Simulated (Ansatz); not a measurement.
Te (P3_121) from a database structure, relaxed with r2SCAN+rVV10, was run in the plane-wave code Ansatz under altered settings. All numbers are computed, without spin polarisation but where a row says otherwise.

```yaml
crystal:
  lattice:
    - [4.47126, 0.00000, 0.00000]
    - [-2.23563, 3.87222, 0.00000]
    - [0.00000, 0.00000, 5.94875]
  atoms:
    - { symbol: Te, position: [0.26419, 0.00000, 0.33333] }
    - { symbol: Te, position: [0.00000, 0.26419, 0.66667] }
    - { symbol: Te, position: [0.73581, 0.73581, 0.00000] }
```

The base run's other keys:
```yaml
kpoints:
  mp_grid: { grid: [6, 6, 4] }
hamiltonian:
  xc: r2scan
scf:
  occupations: { method: fixed }
  n_extra_bands: 4
```

It takes 6 iterations with 2655 plane waves at 500 eV and 24 k points, and leaves a mean stress of +0.84 GPa. The gap over this mesh is 0.360 eV. It ran on 4 threads of Arm Neoverse V1 (shared host).

Outcomes, with energy and stress as changes against the base:
```tsv
setting	outcome	ΔF (meV/atom)	Δ mean stress (GPa)	gap on the mesh (eV)	iterations	wall time
basis.ecutwfc: 350	converged, warned	+4.6	0.00	0.360	6	2.8 s
scf.occupations: methfessel_paxton 0.05	converged	0.0	0.00	0.360	6	4.6 s
basis.ecutwfc: 600	converged	-0.5	0.00	0.360	6	5.3 s
basis.ecutwfc: 300	converged, warned	+69	+0.02	0.358	7	2.4 s
basis.xc_grid: 1	converged	+0.1	0.00	0.360	6	4.3 s
basis.ecutwfc: 900	converged	-1.4	-0.01	0.360	6	9 s
kpoints.mp_grid.grid: [4, 4, 4]	converged	-0.9	-0.03	0.826	6	3.1 s
scf.occupations: methfessel_paxton 0.2	converged	+0.2	0.00	0.360	6	4.6 s
basis.xc_grid: 3	converged	0.0	0.00	0.360	6	4.8 s
scf.n_extra_bands: 1	converged	0.0	0.00	0.360	6	4.5 s
```
A dash marks a value that wasn't obtained or can't be compared. Stress is positive in compression. The base took 4.9 s.

- basis.ecutwfc: 350. 1555 plane waves in place of 2655. The free energy moves by +4.6 meV an atom, the mean stress by 0.00 GPa and the gap on the mesh by 0.000 eV (to 0.360). The basis is too small: these are errors of the cutoff. Warned: cutoff below recommended.
- basis.ecutwfc: 300. 1241 plane waves in place of 2655. The free energy moves by +69 meV an atom, the mean stress by +0.02 GPa and the gap on the mesh by -0.002 eV (to 0.358). The basis is too small: these are errors of the cutoff. Warned: cutoff below recommended.
- basis.ecutwfc: 900. 6245 plane waves in place of 2655. The free energy moves by -1.4 meV an atom, the mean stress by -0.01 GPa and the gap on the mesh by 0.000 eV (to 0.360). The base cutoff was converged to that degree.
- kpoints.mp_grid.grid: [4, 4, 4]. The free energy moves by -0.9 meV an atom, the mean stress by -0.03 GPa and the gap on the mesh by +0.466 eV (to 0.826). The gap changes mostly because other points are sampled; a mesh that misses a band edge overestimates it. The mesh is too coarse.

Within 1 meV an atom, 0.1 GPa and 0.005 eV of the base stay: scf.occupations: methfessel_paxton 0.05; basis.ecutwfc: 600; basis.xc_grid: 1; scf.occupations: methfessel_paxton 0.2; basis.xc_grid: 3; scf.n_extra_bands: 1.

No spin-orbit coupling is included; it can move band edges with weight on the heavy atoms by tenths of an eV.
